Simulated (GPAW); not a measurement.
# Be (Im-3m) in GPAW: further runs

The runs below take Be through single point, with PBE, PBEsol.

Everything below comes from runs of GPAW 26.7.0. Logs are shortened: lines on timing, memory, paths and dates and some standing lists are left out, and cuts for length are marked. The log counts tension as positive stress, the text compression.

### Step 1. The crystal as given

Symmetry: Im-3m, No. 229, cubic system. The conventional cell has a = 2.506 Å, b = 2.506 Å, c = 2.506 Å, α = 90.00°, β = 90.00°, γ = 90.00°. Be (site symmetry m-3m) has 8 Be at 2.17 Å as nearest neighbours.

This isn't the form of Be at room conditions, which is hcp.

### Step 2. Single point, PBE

Contents of run.py:

```python
from ase.dft.bandgap import bandgap
from ase.io import read, write
from ase.units import GPa
from gpaw import GPAW, PW

atoms = read('POSCAR')

calc = GPAW(mode=PW(800),
            xc='PBE',
            kpts={'size': (15, 15, 15), 'gamma': True},
            occupations={'name': 'methfessel-paxton', 'order': 0, 'width': 0.02},
            nbands=7,
            convergence={'density': 1e-05, 'energy': 1e-05},
            maxiter=150,
            txt='gpaw.txt')
atoms.calc = calc
energy = atoms.get_potential_energy()
forces = atoms.get_forces()
stress = atoms.get_stress()
calc.write('gs.gpw')
write('result.traj', atoms)
print(f'Energy: {energy:.6f} eV')
print('Forces (eV/A):')
print(forces.round(4))
print('Stress (GPa):', (stress / GPa).round(3))
print('Fermi level:', round(calc.get_fermi_level(), 4), 'eV')
print(f'Gap: {bandgap(calc)[0]:.4f} eV, direct: {bandgap(calc, direct=True)[0]:.4f} eV')
```

Contents of POSCAR:

```
Be
1.0
   -1.2531209513      1.2531209513      1.2531209513
    1.2531209513     -1.2531209513      1.2531209513
    1.2531209513      1.2531209513     -1.2531209513
Be
1
Direct
    0.0000000000      0.0000000000      0.0000000000
```

Potentials or basis: GPAW PAW data sets (gpaw-data 1.2.1), pw.

Launch:

```sh
OMP_NUM_THREADS=1 python run.py
```

gpaw.txt:

```text
__  _  _
 | _ |_)|_||  |
 |__||  | ||/\| - 26.7.0

Input parameters:
  mode=PW(ecut=800.0),
  convergence={'density': 1e-05, 'energy': 1e-05},
  kpts=MonkhorstPack(size=(15, 15, 15), gamma=True),
  maxiter=150,
  nbands=7,
  occupations=Occupations(name='methfessel-paxton', order=0, width=0.02),
  xc=XC(name='PBE')

Diagonalizing LCAO Hamiltonian
Converting LCAO to pw mode

       Be

Atoms  # Å, Bohr magnetons
|   | symbol |        x |        y |        z |    initial magnetic moments |
|---|--------|----------|----------|----------|-----------------------------|
| 0 |     Be | 0.000000 | 0.000000 | 0.000000 | ( 0.0000,  0.0000,  0.0000) |

Unit cell  # Å
| periodic |         x |         y |         z |  lengths |     angles |
|----------|-----------|-----------|-----------|----------|------------|
|      yes | -1.253121 |  1.253121 |  1.253121 | 2.170469 | 109.471221 |
|      yes |  1.253121 | -1.253121 |  1.253121 | 2.170469 | 109.471221 |
|      yes |  1.253121 |  1.253121 | -1.253121 | 2.170469 | 109.471221 |

Number of symmetries: 48
Symmetry operations  # r_c * U_cc + t_c -> r_c
|    | kind |            matrix            |
|----|------|------------------------------|
|  0 |  σ   |  1, 1, 1,  0, 0,-1,  0,-1, 0 |
|  1 |  C4  |  1, 1, 1,  0, 0,-1, -1, 0, 0 |
|  2 |  C2  |  1, 1, 1,  0,-1, 0,  0, 0,-1 |
|  3 |  S6  |  1, 1, 1,  0,-1, 0, -1, 0, 0 |
|  4 |  S6  |  1, 1, 1, -1, 0, 0,  0, 0,-1 |
|  5 |  C4  |  1, 1, 1, -1, 0, 0,  0,-1, 0 |
|  6 |  E   |  1, 0, 0,  0, 1, 0,  0, 0, 1 |
|  7 |  σ   |  1, 0, 0,  0, 1, 0, -1,-1,-1 |
|  8 |  σ   |  1, 0, 0,  0, 0, 1,  0, 1, 0 |
|  9 |  C3  |  1, 0, 0,  0, 0, 1, -1,-1,-1 |
| 10 |  C3  |  1, 0, 0, -1,-1,-1,  0, 1, 0 |
| 11 |  σ   |  1, 0, 0, -1,-1,-1,  0, 0, 1 |
| 12 |  σ   |  0, 1, 0,  1, 0, 0,  0, 0, 1 |
| 13 |  C2  |  0, 1, 0,  1, 0, 0, -1,-1,-1 |
| 14 |  C3  |  0, 1, 0,  0, 0, 1,  1, 0, 0 |
| 15 |  S4  |  0, 1, 0,  0, 0, 1, -1,-1,-1 |
| 16 |  S4  |  0, 1, 0, -1,-1,-1,  1, 0, 0 |
| 17 |  C3  |  0, 1, 0, -1,-1,-1,  0, 0, 1 |
| 18 |  C3  |  0, 0, 1,  1, 0, 0,  0, 1, 0 |
| 19 |  S4  |  0, 0, 1,  1, 0, 0, -1,-1,-1 |
| 20 |  σ   |  0, 0, 1,  0, 1, 0,  1, 0, 0 |
| 21 |  C3  |  0, 0, 1,  0, 1, 0, -1,-1,-1 |
| 22 |  C2  |  0, 0, 1, -1,-1,-1,  1, 0, 0 |
| 23 |  S4  |  0, 0, 1, -1,-1,-1,  0, 1, 0 |
| 24 |  C4  |  0, 0,-1,  1, 1, 1,  0,-1, 0 |
| 25 |  σ   |  0, 0,-1,  1, 1, 1, -1, 0, 0 |
| 26 |  S6  |  0, 0,-1,  0,-1, 0,  1, 1, 1 |
| 27 |  C2  |  0, 0,-1,  0,-1, 0, -1, 0, 0 |
| 28 |  C4  |  0, 0,-1, -1, 0, 0,  1, 1, 1 |
| 29 |  S6  |  0, 0,-1, -1, 0, 0,  0,-1, 0 |
| 30 |  S6  |  0,-1, 0,  1, 1, 1,  0, 0,-1 |
| 31 |  C4  |  0,-1, 0,  1, 1, 1, -1, 0, 0 |
| 32 |  C4  |  0,-1, 0,  0, 0,-1,  1, 1, 1 |
| 33 |  S6  |  0,-1, 0,  0, 0,-1, -1, 0, 0 |
| 34 |  σ   |  0,-1, 0, -1, 0, 0,  1, 1, 1 |
| 35 |  C2  |  0,-1, 0, -1, 0, 0,  0, 0,-1 |
| 36 |  C2  | -1, 0, 0,  1, 1, 1,  0, 0,-1 |
| 37 |  S6  | -1, 0, 0,  1, 1, 1,  0,-1, 0 |
| 38 |  S6  | -1, 0, 0,  0, 0,-1,  1, 1, 1 |
| 39 |  C2  | -1, 0, 0,  0, 0,-1,  0,-1, 0 |
| 40 |  C2  | -1, 0, 0,  0,-1, 0,  1, 1, 1 |
| 41 |  i   | -1, 0, 0,  0,-1, 0,  0, 0,-1 |
| 42 |  S4  | -1,-1,-1,  1, 0, 0,  0, 1, 0 |
| 43 |  C3  | -1,-1,-1,  1, 0, 0,  0, 0, 1 |
| 44 |  C3  | -1,-1,-1,  0, 1, 0,  1, 0, 0 |
| 45 |  σ   | -1,-1,-1,  0, 1, 0,  0, 0, 1 |
| 46 |  S4  | -1,-1,-1,  0, 0, 1,  1, 0, 0 |
| 47 |  C2  | -1,-1,-1,  0, 0, 1,  0, 1, 0 |

BZ-sampling:
  Number of BZ points: 3375
  Number of IBZ points: 120

  Monkhorst-Pack size: [15, 15, 15]
  Monkhorst-Pack shift: [0, 0, 0]

K-points  # in reciprocal-cell coordinates
|     |                                coordinates |     weight |
|-----|--------------------------------------------|------------|
|   0 | (  0.00000000,   0.00000000,   0.00000000) | 0.00029630 |
|   1 | (  0.06666667,   0.00000000,   0.00000000) | 0.00355556 |
|   2 | (  0.06666667,   0.06666667,  -0.06666667) | 0.00177778 |
|   3 | (  0.13333333,   0.00000000,  -0.06666667) | 0.00711111 |
|   4 | (  0.13333333,   0.00000000,   0.00000000) | 0.00355556 |
|   5 | (  0.13333333,   0.06666667,  -0.06666667) | 0.00711111 |
|   6 | (  0.13333333,   0.13333333,  -0.13333333) | 0.00177778 |
|   7 | (  0.20000000,  -0.06666667,  -0.06666667) | 0.00237037 |
|   8 | (  0.20000000,   0.00000000,  -0.06666667) | 0.01422222 |
|   9 | (  0.20000000,   0.00000000,   0.00000000) | 0.00355556 |
| ... |                                            |            |
| 119 | (  0.46666667,   0.46666667,   0.46666667) | 0.00237037 |

Plane wave coefficients: 420
Cutoff: 800.0 eV

Spin-components: 1 (collinear spins)
Bands:           7
Projectors:      3
Spin-degeneracy: 2
Datatype:        complex128

Parallelization:
  kpt:    1
  domain: 1
  band:   1

Density:
  Valence electrons: 2.0
  Components: 1
  Grid points: [15 15 15]
  Charge: 0.0  # |e|

Potential:
  Grid points: [15 15 15]

species:
  Be:
    name:    Beryllium
    Z:       4.0
    valence: 2
    core:    2
    charge:  0.0  # [|e|]
    compensation charges:
      type: gauss
      rc: 0.25  # [Å]
      lmax: 2
    cutoffs:
      filter: 1.42  # [Å]
      core: 1.77  # [Å]
    projectors
    | kind |    occ | energy [eV] | rcut [Å] |
    |------|--------|-------------|----------|
    |   2s |  2.000 |      -5.610 |    0.794 |
    |   2p |  0.000 |      -2.018 |    0.794 |
    |    s |        |      21.602 |    0.794 |

    Using partial waves for Be as LCAO basis

Reference energy: -398.184974  # eV

eigensolver:
  PPCG
  Converge bands: occupied
  niter=2

density mixing:
  MSR1-Mixer
  Pratt-step length: 0.05
  Maximum mixing coefficient: 0.75
  Old densities: 10
  SVD Regularization: 0.005
  Good broyden scale: 1.0
  Trust region scale: 1.0
  Backstep threshold: 4.0
  History deletion threshold: 6.0
  Fourier metric: weight=20.0, sigma=0.015

occupation numbers:
  Methfessel-Paxton:
    width: 0.0200  # eV
    order: 0

poisson solver:
  ecut: 6400.0  # eV

xc functional:
  name: PBE with 2 nearest neighbor stencil

convergence criteria:
- Maximum integral of absolute [dens]ity change: 1e-05 electrons / valence electron
- Maximum [total energy] change in last 3 cyles: 1e-05 eV / valence electron
- Maximum integral of absolute [eigenst]ate change: 4e-08 eV^2 / valence electron
maximum number of iterations: 150

SCF iterations
|iter     | |      energy | eigst |  dens |
|---------|-|-------------|-------|-------|
|iter:   1| |   -3.594417 | +0.39 |       |
|iter:   2| |   -3.594367 | -3.59 | -1.65 |
|iter:   3| |   -3.598695 | -2.61 | -1.66 |
|iter:   4| |   -3.599581 | -3.70 | -2.27 |
|iter:   5| |   -3.599593 | -5.91 | -3.47 |
|iter:   6| |   -3.599594c| -7.08 | -4.05 |
|iter:   7| |   -3.599594c| -9.82c| -5.55c|

Converged in 7 steps
Energy contributions relative to reference atoms: (reference = -398.184974)

Energy contributions:
  Kinetic:           3.098866
  Coulomb:          -1.168545
  Zero:             -0.065172
  External:          0.000000
  Xc:               -5.464717
  Entropy:          -0.000051
  Spinorbit:         0.000000
  ----------------------------
  Free energy:      -3.599620
  Extrapolated:     -3.599594

dipole moment: (-1.321444, -1.321444, -1.321444)  # |e|*Ang

Fermi level: 8.309
Eigenvalues  # (at kpt = [0.000, 0.000, 0.000])
| band index |      eig [eV] | occ [0-2] |
|------------|---------------|-----------|
|          0 |        -3.856 |     2.000 |
|          1 |        27.866 |     0.000 |
|          2 |        27.866 |     0.000 |
|          3 |        27.866 |     0.000 |
|          4 |        39.600 |     0.000 |
|          5 |        39.601 |     0.000 |
|          6 |        39.617 |     0.000 |

No gap
No difference between direct/indirect transitions

Forces  # eV/Ang
|        x |        y |       z |
|----------|----------|---------|
| -0.00000 | -0.00000 | 0.00000 |  # Be   0

Stress tensor  # eV/Ang^3
|         x |         y |         z |
|-----------|-----------|-----------|
| -0.004989 | -0.000000 |  0.000000 |
| -0.000000 | -0.004989 | -0.000000 |
|  0.000000 | -0.000000 | -0.004989 |

# Writing to gs.gpw (mode='')
```

stdout:

```text
Energy: -3.599594 eV
Forces (eV/A):
[[-0. -0.  0.]]
Stress (GPa): [-0.799 -0.799 -0.799 -0.     0.    -0.   ]
Fermi level: 8.3092 eV
Gap: 0.0000 eV, direct: 0.0000 eV
```

Wall time 6.8 s (1 thread of Arm Neoverse V1, shared host); peak memory 0.13 GiB.

Results:

| Item | Value |
| --- | --- |
| Free energy | -3.5996 eV |
| Pressure | 0.8 GPa |
| Band gap on the k mesh | none (metal or under the smearing width) |

### Step 3. Single point, PBE

run.py: that of step 2 with these lines changed.

```diff
@@ -10,3 +10,3 @@
             kpts={'size': (15, 15, 15), 'gamma': True},
-            occupations={'name': 'methfessel-paxton', 'order': 0, 'width': 0.02},
+            occupations={'name': 'improved-tetrahedron-method'},
             nbands=7,
```

POSCAR is that of step 2.

Potentials or basis: GPAW PAW data sets (gpaw-data 1.2.1), pw.

Launch:

```sh
OMP_NUM_THREADS=1 python run.py
```

Wall time 8.2 s (1 thread of Arm Neoverse V1, shared host); peak memory 0.13 GiB.

The run converged. Its results:

```yaml
Free_energy: -3.6005 eV
Pressure: 0.8 GPa
Band_gap_on_the_k_mesh: none (metal or under the smearing width)
```

Levels at points of the mesh, in eV from the Fermi level:
| k point | band 1 | band 2 | band 3 |
| --- | --- | --- | --- |
| (0.00, 0.00, 0.00) | -12.38 | 19.35 | 19.35 |

### Step 4. Single point, PBEsol

run.py: that of step 3 with these lines changed.

```diff
@@ -3,10 +3,12 @@
 from ase.units import GPa
-from gpaw import GPAW, PW
+from gpaw import GPAW, PW, setup_paths
 
-atoms = read('POSCAR')
+setup_paths.insert(0, '.')
+
+atoms = read('Be.xyz')
 
 calc = GPAW(mode=PW(800),
-            xc='PBE',
+            xc='PBEsol',
             kpts={'size': (15, 15, 15), 'gamma': True},
-            occupations={'name': 'improved-tetrahedron-method'},
+            occupations={'name': 'methfessel-paxton', 'order': 0, 'width': 0.1},
             nbands=7,
```

Contents of Be.xyz:

```xyz
1
Lattice="-1.2531209513 1.2531209513 1.2531209513 1.2531209513 -1.2531209513 1.2531209513 1.2531209513 1.2531209513 -1.2531209513" Properties=species:S:1:pos:R:3 pbc="T T T"
Be     0.0000000000      0.0000000000      0.0000000000
```

Potentials or basis: PAW data sets generated in the run's folder for this functional, pw.

Launch:

```sh
gpaw-setup -f PBEsol Be
OMP_NUM_THREADS=1 python run.py
```

gpaw.txt:

```text
__  _  _
 | _ |_)|_||  |
 |__||  | ||/\| - 26.7.0

Input parameters:
  mode=PW(ecut=800.0),
  convergence={'density': 1e-05, 'energy': 1e-05},
  kpts=MonkhorstPack(size=(15, 15, 15), gamma=True),
  maxiter=150,
  nbands=7,
  occupations=Occupations(name='methfessel-paxton', order=0, width=0.1),
  xc=XC(name='PBEsol')

Diagonalizing LCAO Hamiltonian
Converting LCAO to pw mode

       Be

Atoms  # Å, Bohr magnetons
|   | symbol |        x |        y |        z |    initial magnetic moments |
|---|--------|----------|----------|----------|-----------------------------|
| 0 |     Be | 0.000000 | 0.000000 | 0.000000 | ( 0.0000,  0.0000,  0.0000) |

Unit cell  # Å
| periodic |         x |         y |         z |  lengths |     angles |
|----------|-----------|-----------|-----------|----------|------------|
|      yes | -1.253121 |  1.253121 |  1.253121 | 2.170469 | 109.471221 |
|      yes |  1.253121 | -1.253121 |  1.253121 | 2.170469 | 109.471221 |
|      yes |  1.253121 |  1.253121 | -1.253121 | 2.170469 | 109.471221 |

Number of symmetries: 48
Symmetry operations  # r_c * U_cc + t_c -> r_c
|    | kind |            matrix            |
|----|------|------------------------------|
|  0 |  σ   |  1, 1, 1,  0, 0,-1,  0,-1, 0 |
|  1 |  C4  |  1, 1, 1,  0, 0,-1, -1, 0, 0 |
|  2 |  C2  |  1, 1, 1,  0,-1, 0,  0, 0,-1 |
|  3 |  S6  |  1, 1, 1,  0,-1, 0, -1, 0, 0 |
|  4 |  S6  |  1, 1, 1, -1, 0, 0,  0, 0,-1 |
|  5 |  C4  |  1, 1, 1, -1, 0, 0,  0,-1, 0 |
|  6 |  E   |  1, 0, 0,  0, 1, 0,  0, 0, 1 |
|  7 |  σ   |  1, 0, 0,  0, 1, 0, -1,-1,-1 |
|  8 |  σ   |  1, 0, 0,  0, 0, 1,  0, 1, 0 |
|  9 |  C3  |  1, 0, 0,  0, 0, 1, -1,-1,-1 |
| 10 |  C3  |  1, 0, 0, -1,-1,-1,  0, 1, 0 |
| 11 |  σ   |  1, 0, 0, -1,-1,-1,  0, 0, 1 |
[... 131 lines left out ...]

poisson solver:
  ecut: 6400.0  # eV

xc functional:
  name: PBEsol with 2 nearest neighbor stencil

convergence criteria:
- Maximum integral of absolute [dens]ity change: 1e-05 electrons / valence electron
- Maximum [total energy] change in last 3 cyles: 1e-05 eV / valence electron
- Maximum integral of absolute [eigenst]ate change: 4e-08 eV^2 / valence electron
maximum number of iterations: 150

SCF iterations
|iter     | |      energy | eigst |  dens |
|---------|-|-------------|-------|-------|
|iter:   1| |   -3.855769 | +0.43 |       |
|iter:   2| |   -3.858319 | -2.74 | -1.71 |
|iter:   3| |   -3.879954 | -2.72 | -1.73 |
|iter:   4| |   -3.880859 | -4.29 | -2.54 |
|iter:   5| |   -3.880890 | -5.55 | -3.20 |
|iter:   6| |   -3.880890 | -7.87c| -4.39 |
|iter:   7| |   -3.880890c| -8.35c| -5.27c|

Converged in 7 steps
Energy contributions relative to reference atoms: (reference = -395.526536)

Energy contributions:
  Kinetic:           3.178375
  Coulomb:          -1.343416
  Zero:              0.001786
  External:          0.000000
  Xc:               -5.717276
  Entropy:          -0.000718
  Spinorbit:         0.000000
  ----------------------------
  Free energy:      -3.881249
  Extrapolated:     -3.880890

dipole moment: (-1.325665, -1.325665, -1.325665)  # |e|*Ang

Fermi level: 8.247
Eigenvalues  # (at kpt = [0.000, 0.000, 0.000])
| band index |      eig [eV] | occ [0-2] |
|------------|---------------|-----------|
|          0 |        -3.879 |     2.000 |
|          1 |        27.695 |     0.000 |
|          2 |        27.695 |     0.000 |
|          3 |        27.695 |     0.000 |
|          4 |        39.023 |     0.000 |
|          5 |        39.024 |     0.000 |
|          6 |        39.032 |     0.000 |

No gap
No difference between direct/indirect transitions

Forces  # eV/Ang
|        x |       y |        z |
|----------|---------|----------|
| -0.00000 | 0.00000 | -0.00000 |  # Be   0

Stress tensor  # eV/Ang^3
|         x |        y |         z |
|-----------|----------|-----------|
|  0.012268 | 0.000000 | -0.000000 |
|  0.000000 | 0.012268 |  0.000000 |
| -0.000000 | 0.000000 |  0.012268 |

# Writing to gs.gpw (mode='')
```

It took 7.9 s on 1 thread of Arm Neoverse V1, shared host; peak memory 0.13 GiB.

Results:

| Property | Result |
| --- | --- |
| Free energy | -3.8812 eV |
| Pressure | -2.0 GPa |
| Band gap on the k mesh | none (metal or under the smearing width) |

### Step 5. Overview

| level | potentials or basis | smearing | gap on the mesh (eV) | pressure (GPa) |
| --- | --- | --- | --- | --- |
| PBE | GPAW PAW data sets (gpaw-data 1.2.1), pw | gaussian 0.02 eV | none | 0.8 |
| PBE | GPAW PAW data sets (gpaw-data 1.2.1), pw | improved-tetrahedron-method | none | 0.8 |
| PBEsol | PAW data sets generated in the run's folder for this functional, pw | gaussian 0.1 eV | none | -2.0 |

Alike in all rows: task single point; no spin polarisation; cell as given; k mesh 15 × 15 × 15; cutoff (eV) 800.

Total energies depend on the potentials used, so only differences within one code and one set of settings carry meaning.
